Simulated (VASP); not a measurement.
# BaTiO3 (Pm-3m) in VASP: a series of runs, part 2 of 3

VASP 6.6.1.

### Step 4. Dielectric tensor, PBEsol

Input file INCAR:

```
  PREC = Accurate
  ENCUT = 280
  EDIFF = 1E-8
  ISMEAR = 0
  SIGMA = 0.01
  LREAL = F
  LASPH = T
  NELM = 100
  ALGO = Normal
  ISIF = 2
  LWAVE = F
  LCHARG = F
  GGA = PS
  LEPSILON = T
```

Input file KPOINTS:

```
Automatic mesh
0
Gamma
  7 7 7
```

Input file POSCAR:

```
BaTiO3
1.0
    4.0060000000      0.0000000000      0.0000000000
    0.0000000000      4.0060000000      0.0000000000
    0.0000000000      0.0000000000      4.0060000000
Ba Ti O
1 1 3
Direct
    0.5000000000      0.5000000000      0.5000000000
    0.0000000000      0.0000000000      0.0000000000
    0.0000000000      0.0000000000      0.5000000000
    0.0000000000      0.5000000000      0.0000000000
    0.5000000000      0.0000000000      0.0000000000
```

Potentials or basis: VASP PAW PBE potentials, release 64 (Ba_sv, Ti_sv, O).

Run with:

```
> cat potpaw_PBE.64/Ba_sv/POTCAR potpaw_PBE.64/Ti_sv/POTCAR potpaw_PBE.64/O/POTCAR > POTCAR
> mpirun -np 1 vasp_std > vasp.out
```

OUTCAR:

```text
PREC = Accurate
   ENCUT = 280
   EDIFF = 1E-8
   ISMEAR = 0
   LREAL = F
   LASPH = T
   NELM = 100
   ISIF = 2
   GGA = PS
   LEPSILON = T

 Found     20 irreducible k-points:

 Following reciprocal coordinates:
            Coordinates               Weight
  0.000000  0.000000  0.000000      1.000000
  0.142857  0.000000  0.000000      6.000000
  0.285714  0.000000  0.000000      6.000000
  0.428571  0.000000  0.000000      6.000000
  0.142857  0.142857  0.000000     12.000000
  0.285714  0.142857  0.000000     24.000000
   k-points           NKPTS =     20   k-points in BZ     NKDIM =     20   number of bands    NBANDS=     24
   number of dos      NEDOS =    301   number of ions     NIONS =      5
   total plane-waves  NPLWV =  13824
   dimension x,y,z NGX =    24 NGY =   24 NGZ =   24
   dimension x,y,z NGXF=    48 NGYF=   48 NGZF=   48
   ions per type =               1   1   3
   NGX,Y,Z   is equivalent  to a cutoff of   9.96,  9.96,  9.96 a.u.
   NGXF,Y,Z  is equivalent  to a cutoff of  19.92, 19.92, 19.92 a.u.
 SYSTEM =  unknown system
   PREC   = accura    normal or accurate (medium, high low for compatibility)
   ISTART =      0    job   : 0-new  1-cont  2-samecut
   ICHARG =      2    charge: 1-file 2-atom 10-const
   ISPIN  =      1    spin polarized calculation?
   LNONCOLLINEAR =      F non collinear calculations
   LSORBIT =      F    spin-orbit coupling
   LASPH  =      T    aspherical Exc in radial PAW
   ENCUT  =  280.0 eV  20.58 Ry    4.54 a.u.   5.47  5.47  5.47*2*pi/ulx,y,z
   NELM   =    100;   NELMIN=  2; NELMDL= -5     # of ELM steps
   EDIFF  = 0.1E-07   stopping-criterion for ELM
   LREAL  =      F    real-space projection
   EDIFFG = 0.1E-06   stopping-criterion for IOM
   NSW    =      0    number of steps for IOM
   IBRION =     -1    ionic relax: 0-MD 1-quasi-New 2-CG
   NFREE  =      0    steps in history (QN), initial steepest desc. (CG)
   ISIF   =      2    stress and relaxation
   ISYM   =      2    0-nonsym 1-usesym 2-fastsym
   POTIM  = 0.5000    time-step for ionic-motion
   TEBEG  =    0.0;   TEEND  =   0.0 temperature during run
   PSTRESS=    0.0 pullay stress
   NELECT =      40.0000    total number of electrons
   NUPDOWN=      -1.0000    fix difference up-down
   EMIN   =  10.00;   EMAX   =-10.00  energy-range for DOS
   EFERMI =   0.00;   METHOD = LEGACY
   ISMEAR =     0;   SIGMA  =   0.01  broadening in eV -4-tet -1-fermi 0-gaus
   EFERMI_NEDOS =   21; number of points for ismear=-14 and -15
   IALGO  =     38    algorithm
   IMIX   =      4    mixing-type and parameters
     AMIX     =   0.40;   BMIX     =  1.00
     AMIX_MAG =   1.60;   BMIX_MAG =  1.00
  volume/ion in A,a.u.               =      12.86        86.77
  Fermi-wavevector in a.u.,A,eV,Ry     =   1.397603  2.641087 26.576187  1.953295
  Thomas-Fermi vector in A             =   2.520843
   LORBIT       =      0    0 simple, 1 ext, 2 COOP (PROOUT), +10 PAW based schemes
   GGA     = PS    functional components
   LHFCALC =     F    Hartree Fock is set to
   AEXX    =    0.0000 exact exchange contribution
   IVDW    =     0    specifies the selected vdW correction
   LEPSILON=     T    determine dielectric tensor
   LRPA    =     F    only Hartree local field effects (RPA)
 non-spin polarized calculation
 Gauss-broadening in eV      SIGMA  =   0.01
  energy-cutoff  :      280.00
  volume of cell :       64.29
 maximum number of plane-waves:       696
 NGX is ok and might be reduce to    24
   NGX = 11   NGY = 11   NGZ = 11

--------------------------------------- Ionic step        1  -------------------------------------------
[... 184 lines left out ...]
  energy-cutoff  :      280.00
  volume of cell :       64.29
      direct lattice vectors                 reciprocal lattice vectors
     4.006000000  0.000000000  0.000000000     0.249625562  0.000000000  0.000000000
     0.000000000  4.006000000  0.000000000     0.000000000  0.249625562  0.000000000
     0.000000000  0.000000000  4.006000000     0.000000000  0.000000000  0.249625562

 POSITION                                       TOTAL-FORCE (eV/Angst)
 -----------------------------------------------------------------------------------
      2.00300      2.00300      2.00300         0.000000      0.000000      0.000000
      0.00000      0.00000      0.00000         0.000000      0.000000      0.000000
      0.00000      0.00000      2.00300         0.000000      0.000000      0.000000
      0.00000      2.00300      0.00000         0.000000      0.000000      0.000000
      2.00300      0.00000      0.00000         0.000000      0.000000      0.000000
 -----------------------------------------------------------------------------------
    total drift:                                0.000000      0.000000     -0.000000

  FREE ENERGIE OF THE ION-ELECTRON SYSTEM (eV)
  ---------------------------------------------------
  free  energy   TOTEN  =       -42.3078887140 eV

  energy  without entropy=      -42.3078887140  energy(sigma->0) =      -42.30788871

 HEAD OF MICROSCOPIC STATIC DIELECTRIC TENSOR (INDEPENDENT PARTICLE, excluding Hartree and local field effects)
 ------------------------------------------------------
           6.952007    -0.000000     0.000000
           0.000000     6.952007    -0.000000
           0.000000     0.000000     6.952007
 ------------------------------------------------------

 Free energy of the ion-electron system (eV)
  ---------------------------------------------------
  ---------------------------------------------------
  free energy    TOTEN  =        -1.07554265 eV

  energy without entropy =       -1.07554265

------------------------ aborting loop because EDIFF is reached ----------------------------------------

--------------------------------------- Ionic step        2  -------------------------------------------

------------------------ aborting loop because EDIFF is reached ----------------------------------------

--------------------------------------- Ionic step        3  -------------------------------------------

 Free energy of the ion-electron system (eV)
  ---------------------------------------------------
  ---------------------------------------------------
  free energy    TOTEN  =        -1.07558981 eV

  energy without entropy =       -1.07558981

------------------------ aborting loop because EDIFF is reached ----------------------------------------

 PIEZOELECTRIC TENSOR FIELD DIRECTION 3  (e Angst)
 -----------------------------------------------------------------------------
     0.00930  0.00000  0.00000           ( -0.00003  0.00000  0.00000)
     0.00000  0.00930 -0.00000           (  0.00000 -0.00003  0.00000)
     0.00000 -0.00000 -0.01642           (  0.00000  0.00000  0.00040)

 PIEZOELECTRIC TENSOR FIELD DIRECTION 3  (C/m^2)
 -----------------------------------------------------------------------------
     0.00232  0.00000  0.00000
     0.00000  0.00232 -0.00000
     0.00000 -0.00000 -0.00409

 MACROSCOPIC STATIC DIELECTRIC TENSOR (including local field effects in DFT)
 ------------------------------------------------------
           6.766082     0.000000     0.000000
           0.000000     6.766082    -0.000000
          -0.000000     0.000000     6.766082
 ------------------------------------------------------

 PIEZOELECTRIC TENSOR (including local field effects)  for field in x, y, z        (e  Angst)
          XX          YY          ZZ          XY          YZ          ZX
  --------------------------------------------------------------------------------
  x     0.00000     0.00000     0.00000     0.00000     0.00000     0.00000
  y     0.00000     0.00000     0.00000     0.00000     0.00000     0.00000
  z     0.00000     0.00000     0.00000     0.00000     0.00000     0.00000

 PIEZOELECTRIC TENSOR (including local field effects)  for field in x, y, z        (C/m^2)
          XX          YY          ZZ          XY          YZ          ZX
  --------------------------------------------------------------------------------
  x     0.00000     0.00000     0.00000     0.00000     0.00000     0.00000
  y     0.00000     0.00000     0.00000     0.00000     0.00000     0.00000
  z     0.00000     0.00000     0.00000     0.00000     0.00000     0.00000

 BORN EFFECTIVE CHARGES (including local field effects) (in |e|, cummulative output)
 ---------------------------------------------------------------------------------
 ion    1
    1     2.69678    -0.00000    -0.00000
    2     0.00000     2.69678     0.00000
    3     0.00000    -0.00000     2.69678
 ion    2
    1     7.44078     0.00000     0.00000
    2    -0.00000     7.44078     0.00000
    3     0.00000    -0.00000     7.44078
 ion    3
    1    -2.11054    -0.00000     0.00000
    2    -0.00000    -2.11054     0.00000
    3     0.00000     0.00000    -5.91647
 ion    4
    1    -2.11054    -0.00000    -0.00000
    2     0.00000    -5.91647     0.00000
    3    -0.00000     0.00000    -2.11054
 ion    5
    1    -5.91647     0.00000     0.00000
    2    -0.00000    -2.11054     0.00000
    3    -0.00000    -0.00000    -2.11054
```

stdout:

```text
POSCAR found type information on POSCAR BaTiO
 POSCAR found :  3 types and       5 ions
 scaLAPACK will be used
 -----------------------------------------------------------------------------
|                                                                             |
[... 28 lines left out ...]
 dielectric tensor                  component  3 :    -0.519    -0.766     9.269
 Linear response to external field, progress :
  Direction:   1
 dielectric tensor                  component  1 :     6.766    -0.882    -0.756
 Linear response to external field, progress :
  Direction:   2
 dielectric tensor                  component  2 :    -0.881     6.766    -0.756
 Linear response to external field, progress :
  Direction:   3
 dielectric tensor                  component  3 :    -0.652    -0.985     6.766
 Born effective charges drift removed
```

It took 2.7 min on 1 thread of Intel Xeon 6975P-C (Granite Rapids), shared host; peak memory 0.19 GiB.

The run converged, but a check on its numbers failed (symmetry, net force, bounds or a known fault of this set-up), so they aren't taken as properties of the crystal.

Caveat: the cutoff lies under the usual one of these potentials, so the numbers hold a large basis-set error; spin-orbit coupling is left out, which moves the levels of the heavy elements; an odd mesh through Γ misses points on the zone boundary, where band edges often lie.

### Step 5. Dielectric tensor, PBEsol

Changes to INCAR since step 4:

```diff
@@ -1,3 +1,3 @@
   PREC = Accurate
-  ENCUT = 280
+  ENCUT = 400
   EDIFF = 1E-8
```

KPOINTS is that of step 4.

POSCAR is that of step 4.

Potentials or basis: VASP PAW PBE potentials, release 64 (Ba_sv, Ti_sv, O).

Run with:

```
> cat potpaw_PBE.64/Ba_sv/POTCAR potpaw_PBE.64/Ti_sv/POTCAR potpaw_PBE.64/O/POTCAR > POTCAR
> mpirun -np 1 vasp_std > vasp.out
```

OUTCAR:

```text
PREC = Accurate
   ENCUT = 400
   EDIFF = 1E-8
   ISMEAR = 0
   LREAL = F
   LASPH = T
   NELM = 100
   ISIF = 2
   GGA = PS
   LEPSILON = T

 Found     20 irreducible k-points:

 Following reciprocal coordinates:
            Coordinates               Weight
  0.000000  0.000000  0.000000      1.000000
  0.142857  0.000000  0.000000      6.000000
  0.285714  0.000000  0.000000      6.000000
  0.428571  0.000000  0.000000      6.000000
  0.142857  0.142857  0.000000     12.000000
  0.285714  0.142857  0.000000     24.000000
   k-points           NKPTS =     20   k-points in BZ     NKDIM =     20   number of bands    NBANDS=     24
   number of dos      NEDOS =    301   number of ions     NIONS =      5
   total plane-waves  NPLWV =  21952
   dimension x,y,z NGX =    28 NGY =   28 NGZ =   28
   dimension x,y,z NGXF=    56 NGYF=   56 NGZF=   56
   ions per type =               1   1   3
   NGX,Y,Z   is equivalent  to a cutoff of  11.62, 11.62, 11.62 a.u.
[... 309 lines left out ...]

 PIEZOELECTRIC TENSOR (including local field effects)  for field in x, y, z        (e  Angst)
          XX          YY          ZZ          XY          YZ          ZX
  --------------------------------------------------------------------------------
  x     0.00000     0.00000     0.00000     0.00000     0.00000     0.00000
  y     0.00000     0.00000     0.00000     0.00000     0.00000     0.00000
  z     0.00000     0.00000     0.00000     0.00000     0.00000     0.00000

 PIEZOELECTRIC TENSOR (including local field effects)  for field in x, y, z        (C/m^2)
          XX          YY          ZZ          XY          YZ          ZX
  --------------------------------------------------------------------------------
  x     0.00000     0.00000     0.00000     0.00000     0.00000     0.00000
  y     0.00000     0.00000     0.00000     0.00000     0.00000     0.00000
  z     0.00000     0.00000     0.00000     0.00000     0.00000     0.00000

 BORN EFFECTIVE CHARGES (including local field effects) (in |e|, cummulative output)
 ---------------------------------------------------------------------------------
 ion    1
    1     2.73527    -0.00000     0.00000
    2     0.00000     2.73527     0.00000
    3     0.00000     0.00000     2.73527
 ion    2
    1     7.42781     0.00000    -0.00000
    2     0.00000     7.42781     0.00000
    3     0.00000     0.00000     7.42781
 ion    3
    1    -2.13831    -0.00000     0.00000
    2    -0.00000    -2.13831     0.00000
    3    -0.00000     0.00000    -5.88645
 ion    4
    1    -2.13831    -0.00000    -0.00000
    2     0.00000    -5.88645     0.00000
    3     0.00000     0.00000    -2.13831
 ion    5
    1    -5.88645     0.00000     0.00000
    2    -0.00000    -2.13831    -0.00000
    3    -0.00000     0.00000    -2.13831
```

Wall time 5.2 min (1 thread of Intel Xeon 6975P-C (Granite Rapids), shared host); peak memory 0.26 GiB.

These settings aren't checked as converged: the numbers below hold their error.

Results:

- Band gap on the k mesh: 1.76 eV, indirect (least direct gap 1.84 eV)
- Electronic dielectric tensor (diagonal): 6.83
- Born charges (mean of the diagonal): Ba +2.74; Ti +7.43; O -3.39 e

Caveat: spin-orbit coupling is left out, which moves the levels of the heavy elements; an odd mesh through Γ misses points on the zone boundary, where band edges often lie.

(Part 2 of 3 ends here.)
